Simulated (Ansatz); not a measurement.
**AlN: a tetragonal deformation path**

The task here is to estimate one member of a computed series from the others.

Computed with Ansatz 0.2.0 (DFT PBE, scalar-relativistic, plane waves, PAW, unless a step's input says otherwise).

**The starting structure**

Symmetry: F-43m, No. 216, cubic system. The conventional cell has a = 4.368 Å, b = 4.368 Å, c = 4.368 Å, α = 90.00°, β = 90.00°, γ = 90.00°. Around Al (site symmetry -43m) lie 4 N at 1.89 Å. N (site symmetry -43m) has 4 Al at 1.89 Å as nearest neighbours.

Structure file:

```cif
data_structure
_symmetry_space_group_name_H-M 'P 1'
_symmetry_Int_Tables_number 1
_cell_length_a 3.0886
_cell_length_b 3.0886
_cell_length_c 3.0886
_cell_angle_alpha 60.000
_cell_angle_beta 60.000
_cell_angle_gamma 60.000
_cell_volume 20.83
loop_
_atom_site_label
_atom_site_type_symbol
_atom_site_fract_x
_atom_site_fract_y
_atom_site_fract_z
_atom_site_occupancy
Al1 Al 0.00000 0.00000 0.00000 1
N1 N 0.75000 0.75000 0.75000 1
```

It goes back to an entry of the Materials Project, which need not be the stable form.

No relaxation comes first: the listed cell is the starting point.

The first run:

Input file input.yaml:

```yaml
crystal:
  lattice:
    - [0.0, 2.1839935596, 2.1839935596]
    - [2.1839935596, 0.0, 2.1839935596]
    - [2.1839935596, 2.1839935596, 0.0]
  atoms:
    - { symbol: Al, position: [0.0, 0.0, 0.0] }
    - { symbol: "N", position: [0.75, 0.75, 0.75] }
basis:
  ecutwfc: 420
kpoints:
  mp_grid: { grid: [10, 10, 10] }
hamiltonian:
  xc: pbe
scf:
  occupations: { method: gaussian, width: 0.05 }
output:
  forces: true
  stress: true
  eigenvalues: true
```

On the command line:

```console
$ ansatz run input.yaml --threads 1 --pin off --max-ram 2560MiB --backend cpu --events-out ev --progress --plain --runs-dir out
```

Steps of the session up to this table: Zero of the scan; Point ρ = 0.707; Point ρ = 1.414; At ρ = 0.850; At ρ = 1.200; Point ρ = 0.780; Point ρ = 1.300; ρ = 0.920; Point ρ = 1.100; At ρ = 0.650; At ρ = 1.500; At ρ = 0.960; ρ = 1.050.

One of the session's tables, all rows but one given; the rest of the session is left out.

| ρ | ΔE (meV/atom) | pressure (GPa) | gap on the mesh (eV) |
| --- | --- | --- | --- |
| 0.650 | 288.6 | -10.2 | 2.53 |
| 0.707 | 187.9 | -5.6 | 2.98 |
| 0.780 | 105.7 | -0.7 | 2.74 |
| 0.850 | ? | ? | ? |
| 0.920 | 16.3 | 4.3 | 2.94 |
| 0.960 | 4.3 | 4.7 | 3.11 |
| 1.000 | 0.0 | 4.9 | 3.33 |
| 1.050 | 7.5 | 4.7 | 3.17 |
| 1.100 | 31.5 | 4.2 | 3.00 |
| 1.200 | 136.7 | 2.8 | 2.64 |
| 1.300 | 325.1 | 1.3 | 2.20 |
| 1.414 | 642.4 | 0.2 | 1.11 |
| 1.500 | 947.4 | 0.4 | 0.00 |

Estimate the missing values for ρ = 0.850.

Worked estimate for «ΔE (meV/atom)». A straight line through the neighbours (0.780, 105.7) and (0.920, 16.3) gives 105.7 + (16.3 − 105.7) × (0.850 − 0.780) / (0.920 − 0.780) = 61.0; a parabola fitted to 4 rows on both sides gives 50.2.

As computed: ΔE (meV/atom): 52.3; pressure (GPa): 2.5; gap on the mesh (eV): 2.75. In «ΔE (meV/atom)» the line misses by +8.7 and the parabola by -2.1.

Where the gap reads zero, the mesh chosen for the insulator is on the coarse side.

Caveats from the session: The final runs have no spin polarisation, so no magnetic state was tried and one may lie lower.
